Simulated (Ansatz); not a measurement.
Space group P-6m2 (No. 187). a = 3.241 Å, b = 3.241 Å, c = 3.195 Å, α = 90.00°, β = 90.00°, γ = 120.00°
```json
{"atom": "Mo", "site": "1a", "symmetry": "-6m2", "x": "0.0000", "y": "0.0000", "z": "0.0000"}
{"atom": "P", "site": "1d", "symmetry": "-6m2", "x": "0.3333", "y": "0.6667", "z": "0.5000"}
```

Equation of state of this MoP structure (not necessarily the ground state), with shape and atoms relaxed at each volume where symmetry leaves them free. It has no gap at any of these volumes. Computed with DFT PBE, scalar-relativistic, plane waves, PAW in Ansatz 0.2.0.

Cutoff 420 eV; k points 18×18×14 on the computed 2-atom cell (Γ-centred); Gaussian smearing, width 0.10 eV; no spin polarisation.

```
V (Å³/atom) E − E(largest V) (meV/atom) P (GPa)
     13.662                         7.16    15.20
     14.098                       -22.65     6.98
     14.534                       -31.80    -0.01
     14.970                       -23.37    -5.97
     15.406                         0.00   -11.02
```

Question: Fit a third-order Birch–Murnaghan equation to E(V).

Answer: V0 = 14.53 Å³/atom, B0 = 215 GPa, B0' = 4.4.